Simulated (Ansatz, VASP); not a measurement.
# PbS in VASP and in Ansatz

The input INCAR:

```
ALGO = Normal
EDIFF = 1E-6
ENCUT = 520
GGA = PS
ISIF = 2
ISMEAR = 0
LASPH = T
LCHARG = F
LREAL = F
LWAVE = F
NBANDS = 17
NELM = 60
PREC = Accurate
SIGMA = 0.05
```

The input KPOINTS:

```
k-points
0
Gamma
  10 10 10
```

File POSCAR:

```
PbS
1.0
    0.0000000000      3.0045317637      3.0045317637
    3.0045317637      0.0000000000      3.0045317637
    3.0045317637      3.0045317637      0.0000000000
Pb S
1 1
Direct
    0.5000000000      0.5000000000      0.5000000000
    0.0000000000      0.0000000000      0.0000000000
```

Input for Ansatz:

```yaml
crystal:
  lattice:
    - [0.0, 3.0045317637, 3.0045317637]
    - [3.0045317637, 0.0, 3.0045317637]
    - [3.0045317637, 3.0045317637, 0.0]
  atoms:
    - { symbol: Pb, position: [0.5, 0.5, 0.5] }
    - { symbol: S, position: [0.0, 0.0, 0.0] }
basis:
  ecutwfc: 420
  ecutrho_ratio: 4
kpoints:
  mp_grid: { grid: [10, 10, 10] }
hamiltonian:
  xc: pbesol
scf:
  occupations: { method: gaussian, width: 0.05 }
output:
  forces: true
  stress: true
  eigenvalues: true
  populations: true
```

Alike in both runs: task single point; functional PBEsol; k mesh 10 × 10 × 10; occupations gaussian, width 0.05 eV; no spin polarisation.

```csv
,VASP,Ansatz
version,VASP 6.6.1,Ansatz 0.2.0
potentials or method,"VASP PAW PBE potentials, release 64 (Pb_d, S)","scalar-relativistic, plane waves, PAW"
plane-wave cutoff (eV),520,420
valence electrons in the cell,20,20
```

|  | VASP | Ansatz | Ansatz less VASP |
| --- | --- | --- | --- |
| gap on the k mesh at the Fermi level (eV) | 0.39 | 0.39 | -0.005 |
| least direct gap on the mesh (eV) | 0.39 | 0.39 | -0.005 |
| pressure (GPa) | -2.9 | -2.9 | +0.05 |

The functional is the same, so the differences come from potentials, cutoffs and numerics.

Caveats: the PAW data sets were made with another functional, which shifts forces and pressure a little (VASP); spin-orbit coupling is left out, which as a rule narrows the gap of such compounds by several tenths of an eV.
